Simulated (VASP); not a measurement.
# InP (Fm-3m) in VASP: further runs, part 2 of 7

VASP 6.6.1.

**9. Equation of state, PBEsol, 21.86 Å³/atom**

INCAR

```
PREC     = Accurate       # precision mode
ENCUT    = 350            # plane-wave cutoff, eV
EDIFF    = 1E-6           # SCF threshold, eV
ISMEAR   = 0              # smearing method
SIGMA    = 0.05           # smearing width, eV
LREAL    = F              # projectors in reciprocal space
LASPH    = T              # aspherical terms in the spheres
NELM     = 100            # most SCF steps
ALGO     = Normal         # electronic algorithm
ISIF     = 2              # what is computed and relaxed
LWAVE    = F              # write WAVECAR
LCHARG   = F              # write CHGCAR
GGA      = PS             # functional
ADDGRID  = F
```

KPOINTS

```
Automatic mesh
0
Gamma
  3 3 3
```

POSCAR

```
InP
1.0
    0.0000000000      2.7962499810      2.7962499810
    2.7962499810      0.0000000000      2.7962499810
    2.7962499810      2.7962499810      0.0000000000
In P
1 1
Direct
    0.0000000000      0.0000000000      0.0000000000
    0.5000000000      0.5000000000      0.5000000000
```

Potentials or basis: VASP PAW PBE potentials, release 64 (In_d, P).

On the command line:

```sh
$ cat potpaw_PBE.64/In_d/POTCAR potpaw_PBE.64/P/POTCAR > POTCAR
$ mpirun -np 1 vasp_std > vasp.out
```

Wall time 1.6 s (1 thread of Intel Xeon 6975P-C (Granite Rapids), shared host); peak memory 0.13 GiB.

The run converged, but some of its settings lie outside the range that counts as converged, so its numbers aren't taken as properties of the crystal.

Results:

| Item | Value |
| --- | --- |
| Free energy | -8.1474 eV |
| Pressure | -3.9 GPa |
| Band gap on the k mesh | none (metal or under the smearing width) |

Caveat: the k mesh is coarse (spacing up to 0.65 Å⁻¹), so the values aren't converged; the PAW data sets were made with another functional, which shifts forces and pressure a little.

**10. Equation of state, PBEsol, 20.59 Å³/atom**

Edit INCAR of step 9 so:

```diff
@@ -1,3 +1,3 @@
 PREC     = Accurate       # precision mode
-ENCUT    = 350            # plane-wave cutoff, eV
+ENCUT    = 400            # plane-wave cutoff, eV
 EDIFF    = 1E-6           # SCF threshold, eV
```

KPOINTS is that of step 9.

POSCAR

```
InP
1.0
    0.0000000000      2.7408640675      2.7408640675
    2.7408640675      0.0000000000      2.7408640675
    2.7408640675      2.7408640675      0.0000000000
In P
1 1
Direct
    0.0000000000      0.0000000000      0.0000000000
    0.5000000000      0.5000000000      0.5000000000
```

On the command line:

```sh
$ cat potpaw_PBE.64/In_d/POTCAR potpaw_PBE.64/P/POTCAR > POTCAR
$ mpirun -np 1 vasp_std > vasp.out
```

It took 2.1 s on 1 thread of Intel Xeon 6975P-C (Granite Rapids), shared host; peak memory 0.14 GiB.

The run converged, but some of its settings lie outside the range that counts as converged, so its numbers aren't taken as properties of the crystal.

What came out:

```yaml
Free_energy: -8.1725 eV
Pressure: 0.8 GPa
Band_gap_on_the_k_mesh: none (metal or under the smearing width)
```

Caveat: the k mesh is coarse (spacing up to 0.66 Å⁻¹), so the values aren't converged; the PAW data sets were made with another functional, which shifts forces and pressure a little.

**11. Equation of state, PBEsol, 21.86 Å³/atom**

INCAR is that of step 10.

KPOINTS is that of step 10.

POSCAR

```
InP
1.0
    0.0000000000      2.7962499810      2.7962499810
    2.7962499810      0.0000000000      2.7962499810
    2.7962499810      2.7962499810      0.0000000000
In P
1 1
Direct
    0.0000000000      0.0000000000      0.0000000000
    0.5000000000      0.5000000000      0.5000000000
```

On the command line:

```sh
$ cat potpaw_PBE.64/In_d/POTCAR potpaw_PBE.64/P/POTCAR > POTCAR
$ mpirun -np 1 vasp_std > vasp.out
```

Wall time 2.1 s (1 thread of Intel Xeon 6975P-C (Granite Rapids), shared host); peak memory 0.14 GiB.

The run converged, but some of its settings lie outside the range that counts as converged, so its numbers aren't taken as properties of the crystal.

What came out:

```yaml
Free_energy: -8.1498 eV
Pressure: -3.6 GPa
Band_gap_on_the_k_mesh: none (metal or under the smearing width)
```

Caveat: the k mesh is coarse (spacing up to 0.65 Å⁻¹), so the values aren't converged; the PAW data sets were made with another functional, which shifts forces and pressure a little.

**12. Equation of state, PBEsol, 20.59 Å³/atom**

Edit INCAR of step 11 so:

```diff
@@ -1,3 +1,3 @@
 PREC     = Accurate       # precision mode
-ENCUT    = 400            # plane-wave cutoff, eV
+ENCUT    = 250            # plane-wave cutoff, eV
 EDIFF    = 1E-6           # SCF threshold, eV
```

KPOINTS

```
Automatic mesh
0
Gamma
  4 4 4
```

POSCAR

```
InP
1.0
    0.0000000000      2.7408640675      2.7408640675
    2.7408640675      0.0000000000      2.7408640675
    2.7408640675      2.7408640675      0.0000000000
In P
1 1
Direct
    0.0000000000      0.0000000000      0.0000000000
    0.5000000000      0.5000000000      0.5000000000
```

Potentials or basis: VASP PAW PBE potentials, release 64 (In_d, P).

On the command line:

```sh
$ cat potpaw_PBE.64/In_d/POTCAR potpaw_PBE.64/P/POTCAR > POTCAR
$ mpirun -np 1 vasp_std > vasp.out
```

Run time: 1.6 s. Hardware: 1 thread of Intel Xeon 6975P-C (Granite Rapids), shared host; peak memory 0.12 GiB.

The run converged, but a check on its numbers failed (symmetry, net force, bounds or a known fault of this set-up), so they aren't taken as properties of the crystal.

Caveat: the k mesh is coarse (spacing up to 0.50 Å⁻¹), so the values aren't converged; the cutoff lies under the usual one of these potentials, so the numbers hold a large basis-set error; the PAW data sets were made with another functional, which shifts forces and pressure a little.

**13. Equation of state, PBEsol, 21.86 Å³/atom**

INCAR is that of step 12.

KPOINTS is that of step 12.

POSCAR

```
InP
1.0
    0.0000000000      2.7962499810      2.7962499810
    2.7962499810      0.0000000000      2.7962499810
    2.7962499810      2.7962499810      0.0000000000
In P
1 1
Direct
    0.0000000000      0.0000000000      0.0000000000
    0.5000000000      0.5000000000      0.5000000000
```

On the command line:

```sh
$ cat potpaw_PBE.64/In_d/POTCAR potpaw_PBE.64/P/POTCAR > POTCAR
$ mpirun -np 1 vasp_std > vasp.out
```

Run time: 1.7 s. Hardware: 1 thread of Intel Xeon 6975P-C (Granite Rapids), shared host; peak memory 0.12 GiB.

The run converged, but a check on its numbers failed (symmetry, net force, bounds or a known fault of this set-up), so they aren't taken as properties of the crystal.

Caveat: the k mesh is coarse (spacing up to 0.49 Å⁻¹), so the values aren't converged; the cutoff lies under the usual one of these potentials, so the numbers hold a large basis-set error; the PAW data sets were made with another functional, which shifts forces and pressure a little.

**14. Equation of state, PBEsol, 20.59 Å³/atom**

Edit INCAR of step 13 so:

```diff
@@ -1,3 +1,3 @@
 PREC     = Accurate       # precision mode
-ENCUT    = 250            # plane-wave cutoff, eV
+ENCUT    = 500            # plane-wave cutoff, eV
 EDIFF    = 1E-6           # SCF threshold, eV
```

KPOINTS

```
Automatic mesh
0
Gamma
  3 3 3
```

POSCAR

```
InP
1.0
    0.0000000000      2.7408640675      2.7408640675
    2.7408640675      0.0000000000      2.7408640675
    2.7408640675      2.7408640675      0.0000000000
In P
1 1
Direct
    0.0000000000      0.0000000000      0.0000000000
    0.5000000000      0.5000000000      0.5000000000
```

On the command line:

```sh
$ cat potpaw_PBE.64/In_d/POTCAR potpaw_PBE.64/P/POTCAR > POTCAR
$ mpirun -np 1 vasp_std > vasp.out
```

Run time: 2.2 s. Hardware: 1 thread of Intel Xeon 6975P-C (Granite Rapids), shared host; peak memory 0.14 GiB.

The run converged, but some of its settings lie outside the range that counts as converged, so its numbers aren't taken as properties of the crystal.

What came out:

```
Free energy            : -8.1727 eV
Pressure               : 0.8 GPa
Band gap on the k mesh : none (metal or under the smearing width)
```

Caveat: the k mesh is coarse (spacing up to 0.66 Å⁻¹), so the values aren't converged; the PAW data sets were made with another functional, which shifts forces and pressure a little.

**15. Equation of state, PBEsol, 21.86 Å³/atom**

INCAR is that of step 14.

KPOINTS is that of step 14.

POSCAR

```
InP
1.0
    0.0000000000      2.7962499810      2.7962499810
    2.7962499810      0.0000000000      2.7962499810
    2.7962499810      2.7962499810      0.0000000000
In P
1 1
Direct
    0.0000000000      0.0000000000      0.0000000000
    0.5000000000      0.5000000000      0.5000000000
```

Potentials or basis: VASP PAW PBE potentials, release 64 (In_d, P).

On the command line:

```sh
$ cat potpaw_PBE.64/In_d/POTCAR potpaw_PBE.64/P/POTCAR > POTCAR
$ mpirun -np 1 vasp_std > vasp.out
```

It took 2.4 s on 1 thread of Intel Xeon 6975P-C (Granite Rapids), shared host; peak memory 0.16 GiB.

The run converged, but some of its settings lie outside the range that counts as converged, so its numbers aren't taken as properties of the crystal.

Results:

| Quantity | Value |
| --- | --- |
| Free energy | -8.1498 eV |
| Pressure | -3.6 GPa |
| Band gap on the k mesh | none (metal or under the smearing width) |

Caveat: the k mesh is coarse (spacing up to 0.65 Å⁻¹), so the values aren't converged; the PAW data sets were made with another functional, which shifts forces and pressure a little.

**16. Equation of state, PBEsol, 20.59 Å³/atom**

Edit INCAR of step 15 so:

```diff
@@ -1,3 +1,3 @@
 PREC     = Accurate       # precision mode
-ENCUT    = 500            # plane-wave cutoff, eV
+ENCUT    = 300            # plane-wave cutoff, eV
 EDIFF    = 1E-6           # SCF threshold, eV
```

KPOINTS

```
Automatic mesh
0
Gamma
  4 4 4
```

POSCAR

```
InP
1.0
    0.0000000000      2.7408640675      2.7408640675
    2.7408640675      0.0000000000      2.7408640675
    2.7408640675      2.7408640675      0.0000000000
In P
1 1
Direct
    0.0000000000      0.0000000000      0.0000000000
    0.5000000000      0.5000000000      0.5000000000
```

On the command line:

```sh
$ cat potpaw_PBE.64/In_d/POTCAR potpaw_PBE.64/P/POTCAR > POTCAR
$ mpirun -np 1 vasp_std > vasp.out
```

Run time: 1.8 s. Hardware: 1 thread of Intel Xeon 6975P-C (Granite Rapids), shared host; peak memory 0.13 GiB.

The run converged, but some of its settings lie outside the range that counts as converged, so its numbers aren't taken as properties of the crystal.

What came out:

| Quantity | Value |
| --- | --- |
| Free energy | -8.5061 eV |
| Pressure | -1.3 GPa |
| Band gap on the k mesh | none (metal or under the smearing width) |

Caveat: the k mesh is coarse (spacing up to 0.50 Å⁻¹), so the values aren't converged; the cutoff is under 1.25 times the usual one of these potentials, so pressure, stress and relaxed cells hold a basis-set (Pulay) error; the PAW data sets were made with another functional, which shifts forces and pressure a little.

**17. Equation of state, PBEsol, 21.86 Å³/atom**

INCAR is that of step 16.

KPOINTS is that of step 16.

POSCAR

```
InP
1.0
    0.0000000000      2.7962499810      2.7962499810
    2.7962499810      0.0000000000      2.7962499810
    2.7962499810      2.7962499810      0.0000000000
In P
1 1
Direct
    0.0000000000      0.0000000000      0.0000000000
    0.5000000000      0.5000000000      0.5000000000
```

On the command line:

```sh
$ cat potpaw_PBE.64/In_d/POTCAR potpaw_PBE.64/P/POTCAR > POTCAR
$ mpirun -np 1 vasp_std > vasp.out
```

Run time: 1.8 s. Hardware: 1 thread of Intel Xeon 6975P-C (Granite Rapids), shared host; peak memory 0.12 GiB.

The run converged, but some of its settings lie outside the range that counts as converged, so its numbers aren't taken as properties of the crystal.

Results:

- Free energy: -8.4586 eV
- Pressure: -5.1 GPa
- Band gap on the k mesh: none (metal or under the smearing width)

Caveat: the k mesh is coarse (spacing up to 0.49 Å⁻¹), so the values aren't converged; the cutoff is under 1.25 times the usual one of these potentials, so pressure, stress and relaxed cells hold a basis-set (Pulay) error; the PAW data sets were made with another functional, which shifts forces and pressure a little.

**18. Equation of state, PBEsol, 20.59 Å³/atom**

Edit INCAR of step 17 so:

```diff
@@ -1,3 +1,3 @@
 PREC     = Accurate       # precision mode
-ENCUT    = 300            # plane-wave cutoff, eV
+ENCUT    = 600            # plane-wave cutoff, eV
 EDIFF    = 1E-6           # SCF threshold, eV
```

KPOINTS

```
Automatic mesh
0
Gamma
  3 3 3
```

POSCAR

```
InP
1.0
    0.0000000000      2.7408640675      2.7408640675
    2.7408640675      0.0000000000      2.7408640675
    2.7408640675      2.7408640675      0.0000000000
In P
1 1
Direct
    0.0000000000      0.0000000000      0.0000000000
    0.5000000000      0.5000000000      0.5000000000
```

Potentials or basis: VASP PAW PBE potentials, release 64 (In_d, P).

On the command line:

```sh
$ cat potpaw_PBE.64/In_d/POTCAR potpaw_PBE.64/P/POTCAR > POTCAR
$ mpirun -np 1 vasp_std > vasp.out
```

Wall time 2.4 s (1 thread of Intel Xeon 6975P-C (Granite Rapids), shared host); peak memory 0.16 GiB.

These settings aren't checked as converged: the numbers below hold their error.

What came out:

- Free energy: -8.1731 eV
- Pressure: 0.9 GPa
- Band gap on the k mesh: none (metal or under the smearing width)

Caveat: the k mesh is coarse (spacing up to 0.66 Å⁻¹), so the values aren't converged; the PAW data sets were made with another functional, which shifts forces and pressure a little.

**19. Equation of state, PBEsol, 21.86 Å³/atom**

INCAR is that of step 18.

KPOINTS is that of step 18.

POSCAR

```
InP
1.0
    0.0000000000      2.7962499810      2.7962499810
    2.7962499810      0.0000000000      2.7962499810
    2.7962499810      2.7962499810      0.0000000000
In P
1 1
Direct
    0.0000000000      0.0000000000      0.0000000000
    0.5000000000      0.5000000000      0.5000000000
```

On the command line:

```sh
$ cat potpaw_PBE.64/In_d/POTCAR potpaw_PBE.64/P/POTCAR > POTCAR
$ mpirun -np 1 vasp_std > vasp.out
```

Run time: 2.4 s. Hardware: 1 thread of Intel Xeon 6975P-C (Granite Rapids), shared host; peak memory 0.17 GiB.

The run converged, but some of its settings lie outside the range that counts as converged, so its numbers aren't taken as properties of the crystal.

Results:

```
Free energy            : -8.1503 eV
Pressure               : -3.6 GPa
Band gap on the k mesh : none (metal or under the smearing width)
```

Caveat: the k mesh is coarse (spacing up to 0.65 Å⁻¹), so the values aren't converged; the PAW data sets were made with another functional, which shifts forces and pressure a little.

**20. Equation of state, PBEsol, 20.59 Å³/atom**

Edit INCAR of step 19 so:

```diff
@@ -1,3 +1,3 @@
 PREC     = Accurate       # precision mode
-ENCUT    = 600            # plane-wave cutoff, eV
+ENCUT    = 350            # plane-wave cutoff, eV
 EDIFF    = 1E-6           # SCF threshold, eV
```

KPOINTS

```
Automatic mesh
0
Gamma
  4 4 4
```

POSCAR

```
InP
1.0
    0.0000000000      2.7408640675      2.7408640675
    2.7408640675      0.0000000000      2.7408640675
    2.7408640675      2.7408640675      0.0000000000
In P
1 1
Direct
    0.0000000000      0.0000000000      0.0000000000
    0.5000000000      0.5000000000      0.5000000000
```

On the command line:

```sh
$ cat potpaw_PBE.64/In_d/POTCAR potpaw_PBE.64/P/POTCAR > POTCAR
$ mpirun -np 1 vasp_std > vasp.out
```

Run time: 1.8 s. Hardware: 1 thread of Intel Xeon 6975P-C (Granite Rapids), shared host; peak memory 0.13 GiB.

The run converged, but some of its settings lie outside the range that counts as converged, so its numbers aren't taken as properties of the crystal.

Results:

* Free energy: -8.5083 eV
* Pressure: -1.2 GPa
* Band gap on the k mesh: none (metal or under the smearing width)

Caveat: the k mesh is coarse (spacing up to 0.50 Å⁻¹), so the values aren't converged; the PAW data sets were made with another functional, which shifts forces and pressure a little.

**21. Equation of state, PBEsol, 21.86 Å³/atom**

INCAR is that of step 20.

KPOINTS is that of step 20.

POSCAR

```
InP
1.0
    0.0000000000      2.7962499810      2.7962499810
    2.7962499810      0.0000000000      2.7962499810
    2.7962499810      2.7962499810      0.0000000000
In P
1 1
Direct
    0.0000000000      0.0000000000      0.0000000000
    0.5000000000      0.5000000000      0.5000000000
```

Potentials or basis: VASP PAW PBE potentials, release 64 (In_d, P).

On the command line:

```sh
$ cat potpaw_PBE.64/In_d/POTCAR potpaw_PBE.64/P/POTCAR > POTCAR
$ mpirun -np 1 vasp_std > vasp.out
```

Run time: 1.8 s. Hardware: 1 thread of Intel Xeon 6975P-C (Granite Rapids), shared host; peak memory 0.13 GiB.

The run converged, but some of its settings lie outside the range that counts as converged, so its numbers aren't taken as properties of the crystal.

Results:

| Item | Value |
| --- | --- |
| Free energy | -8.4599 eV |
| Pressure | -5.0 GPa |
| Band gap on the k mesh | none (metal or under the smearing width) |

Caveat: the k mesh is coarse (spacing up to 0.49 Å⁻¹), so the values aren't converged; the PAW data sets were made with another functional, which shifts forces and pressure a little.

**22. Equation of state, PBEsol, 20.59 Å³/atom**

Edit INCAR of step 21 so:

```diff
@@ -1,3 +1,3 @@
 PREC     = Accurate       # precision mode
-ENCUT    = 350            # plane-wave cutoff, eV
+ENCUT    = 250            # plane-wave cutoff, eV
 EDIFF    = 1E-6           # SCF threshold, eV
```

KPOINTS

```
Automatic mesh
0
Gamma
  5 5 5
```

POSCAR

```
InP
1.0
    0.0000000000      2.7408640675      2.7408640675
    2.7408640675      0.0000000000      2.7408640675
    2.7408640675      2.7408640675      0.0000000000
In P
1 1
Direct
    0.0000000000      0.0000000000      0.0000000000
    0.5000000000      0.5000000000      0.5000000000
```

On the command line:

```sh
$ cat potpaw_PBE.64/In_d/POTCAR potpaw_PBE.64/P/POTCAR > POTCAR
$ mpirun -np 1 vasp_std > vasp.out
```

It took 1.8 s on 1 thread of Intel Xeon 6975P-C (Granite Rapids), shared host; peak memory 0.12 GiB.

The run converged, but a check on its numbers failed (symmetry, net force, bounds or a known fault of this set-up), so they aren't taken as properties of the crystal.

Caveat: the k mesh is coarse (spacing up to 0.40 Å⁻¹), so the values aren't converged; the cutoff lies under the usual one of these potentials, so the numbers hold a large basis-set error; the PAW data sets were made with another functional, which shifts forces and pressure a little.

**23. Equation of state, PBEsol, 21.86 Å³/atom**

INCAR is that of step 22.

KPOINTS is that of step 22.

POSCAR

```
InP
1.0
    0.0000000000      2.7962499810      2.7962499810
    2.7962499810      0.0000000000      2.7962499810
    2.7962499810      2.7962499810      0.0000000000
In P
1 1
Direct
    0.0000000000      0.0000000000      0.0000000000
    0.5000000000      0.5000000000      0.5000000000
```

On the command line:

```sh
$ cat potpaw_PBE.64/In_d/POTCAR potpaw_PBE.64/P/POTCAR > POTCAR
$ mpirun -np 1 vasp_std > vasp.out
```

Run time: 1.7 s. Hardware: 1 thread of Intel Xeon 6975P-C (Granite Rapids), shared host; peak memory 0.12 GiB.

The run converged, but a check on its numbers failed (symmetry, net force, bounds or a known fault of this set-up), so they aren't taken as properties of the crystal.

Caveat: the k mesh is coarse (spacing up to 0.39 Å⁻¹), so the values aren't converged; the cutoff lies under the usual one of these potentials, so the numbers hold a large basis-set error; the PAW data sets were made with another functional, which shifts forces and pressure a little.

**24. Equation of state, PBEsol, 20.59 Å³/atom**

Edit INCAR of step 23 so:

```diff
@@ -1,3 +1,3 @@
 PREC     = Accurate       # precision mode
-ENCUT    = 250            # plane-wave cutoff, eV
+ENCUT    = 400            # plane-wave cutoff, eV
 EDIFF    = 1E-6           # SCF threshold, eV
```

KPOINTS

```
Automatic mesh
0
Gamma
  4 4 4
```

POSCAR

```
InP
1.0
    0.0000000000      2.7408640675      2.7408640675
    2.7408640675      0.0000000000      2.7408640675
    2.7408640675      2.7408640675      0.0000000000
In P
1 1
Direct
    0.0000000000      0.0000000000      0.0000000000
    0.5000000000      0.5000000000      0.5000000000
```

Potentials or basis: VASP PAW PBE potentials, release 64 (In_d, P).

On the command line:

```sh
$ cat potpaw_PBE.64/In_d/POTCAR potpaw_PBE.64/P/POTCAR > POTCAR
$ mpirun -np 1 vasp_std > vasp.out
```

Wall time 2.6 s (1 thread of Intel Xeon 6975P-C (Granite Rapids), shared host); peak memory 0.15 GiB.

These settings aren't checked as converged: the numbers below hold their error.

Results:

```
Free energy            : -8.5101 eV
Pressure               : -0.9 GPa
Band gap on the k mesh : none (metal or under the smearing width)
```

Caveat: the k mesh is coarse (spacing up to 0.50 Å⁻¹), so the values aren't converged; the PAW data sets were made with another functional, which shifts forces and pressure a little.

**25. Equation of state, PBEsol, 21.86 Å³/atom**

INCAR is that of step 24.

KPOINTS is that of step 24.

POSCAR

```
InP
1.0
    0.0000000000      2.7962499810      2.7962499810
    2.7962499810      0.0000000000      2.7962499810
    2.7962499810      2.7962499810      0.0000000000
In P
1 1
Direct
    0.0000000000      0.0000000000      0.0000000000
    0.5000000000      0.5000000000      0.5000000000
```

On the command line:

```sh
$ cat potpaw_PBE.64/In_d/POTCAR potpaw_PBE.64/P/POTCAR > POTCAR
$ mpirun -np 1 vasp_std > vasp.out
```

Wall time 2.7 s (1 thread of Intel Xeon 6975P-C (Granite Rapids), shared host); peak memory 0.15 GiB.

The run converged, but some of its settings lie outside the range that counts as converged, so its numbers aren't taken as properties of the crystal.

Results:

```
Free energy            : -8.4617 eV
Pressure               : -4.7 GPa
Band gap on the k mesh : none (metal or under the smearing width)
```

Caveat: the k mesh is coarse (spacing up to 0.49 Å⁻¹), so the values aren't converged; the PAW data sets were made with another functional, which shifts forces and pressure a little.

[end of part 2 of 7]
